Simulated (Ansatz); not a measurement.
# Stress against strain in Na

```
CELL_PARAMETERS angstrom
3.76700 0.00000 0.00000
-1.88350 3.26232 0.00000
0.00000 0.00000 6.15400
ATOMIC_POSITIONS crystal
Na 0.33333 0.66667 0.25000
Na 0.66667 0.33333 0.75000
```

Atom numbers follow the list: Na1, Na2.

Conventional cell: a = 3.767 Å, b = 3.767 Å, c = 6.154 Å, α = 90.00°, β = 90.00°, γ = 120.00°. Na (atom 1) is surrounded by 12 Na at 3.77 Å.

Structure: COD 9011000, as refined from experiment and not relaxed.

Theory: Ansatz 0.2.0, DFT, PBE, all-electron LAPW, scalar-relativistic.

Sampling and basis: a Γ-centred 13×13×7 k mesh, Fermi–Dirac smearing of 0.05 eV, basis error target 0.25 meV/atom, no spin polarisation.

The strain is applied along the Cartesian axes of the cell as listed (the other components stay zero). Fractional coordinates are held (clamped ions).

σ is the change of stress from the unstrained cell, which is at -0.14 GPa; tension is positive, so slopes are stress–strain coefficients at that pressure. In a metal the k mesh adds noise.

Only quantities that a quadratic follows smoothly over the whole series are listed; rougher ones are left out.

```tsv
εxx = εyy	σzz (GPa)	σxx (GPa)
-0.0300	-0.24	-0.61
-0.0200	-0.17	-0.38
-0.0100	-0.09	-0.18
0.0000	0.00	0.00
0.0200	0.18	0.30
0.0300	0.27	0.43
```

**Question.** Fit the series and read off the stiffness at zero strain.

**Answer.** Least-squares fits y = p0 + p1 x + p2 x² to the rows give σzz (GPa): p1 = 8.59, p2 = 20; σxx (GPa): p1 = 17.2, p2 = -100. So C13 + C23 = 9 GPa and C11 + C12 = 17 GPa, for these axes.

**Question.** One run, at εxx = εyy = 0.0100, is withheld. Predict its row.

**Answer.** The fits give 0.08, 0.16; the run gave 0.09, 0.16.
